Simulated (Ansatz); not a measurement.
**Ionic part of the dielectric constant of CdS, mode by mode**

Method: Ansatz, DFT PBE, scalar-relativistic, plane waves, PAW. Settings: 420 eV plane-wave cutoff, Γ-centred 12×12×12 mesh, fixed occupations. No spin polarisation. Phonons by linear response, acoustic sum rule imposed.

Space group Fm-3m (No. 225), cubic, a = 5.495 Å. Around Cd lie 6 S at 2.75 Å; S has 6 Cd at 2.75 Å.

It was relaxed at this level from a Materials Project cell.

The primitive cell has V = 41.48 Å³ and ε∞,yy = 9.154. Each polar mode adds Δε = (4.92064×10⁷/V)·S/ν² along y, with S its oscillator strength in e²/amu, ν in cm⁻¹ and V in Å³.

Q: From these modes, find each Δε and ε0,yy.
| ν (cm⁻¹) | S_yy (e²/amu) |
| --- | --- |
| 118.72 | 0.3596 |

A:
```
ν (cm⁻¹)     Δε
  118.72  30.27
```

The sum is 30.27, so ε0,yy = 39.42; the run's tensor has 39.42.

Q: Where do the longitudinal modes lie for a wave vector along y?

A: At 246.37 cm⁻¹. The Lyddane–Sachs–Teller product Π(ν_LO/ν_TO)² = 4.31 agrees with ε0/ε∞ = 4.31.
